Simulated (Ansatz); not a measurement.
The system is HfC.

```
Hf C
1.0
     3.34287    0.00000    0.00000
    -1.67143    2.89501    0.00000
     0.00000    0.00000    5.20271
Hf C
2 2
Direct
  0.33333 0.66667 0.25000
  0.66667 0.33333 0.75000
  0.00000 0.00000 0.50000
  0.00000 0.00000 0.00000
```

The cell comes from a database or a generator and needn't be the stable form of this composition.

Base run:

| Item | Value |
| --- | --- |
| Program | Ansatz 0.2.0 |
| Functional | PBEsol |
| Potentials or basis | Ansatz PAW |
| Cutoff | 420 eV (not typed: the program's choice for these potentials) |
| k mesh | 9 × 9 × 5 |
| Occupations | fermi-dirac, width 0.05 eV |
| Spin | no spin polarisation |

Its results: band gap on the k mesh none (metal or under the smearing width); pressure -7.4 GPa.

**Question.** The run is repeated on the same cell with these changes: spin from no spin polarisation to spin-orbit coupling, no magnetisation; potential files from those of the base run to others of the same set. What comes out?

**Answer.** Band gap on the k mesh none (metal or under the smearing width); pressure -7.9 GPa.

Caveats: the PAW data sets come from PBE, with cores solved anew for the run's functional, which leaves a small shift of forces and pressure; spin-orbit coupling is left out, which moves the levels of the heavy elements (some runs).
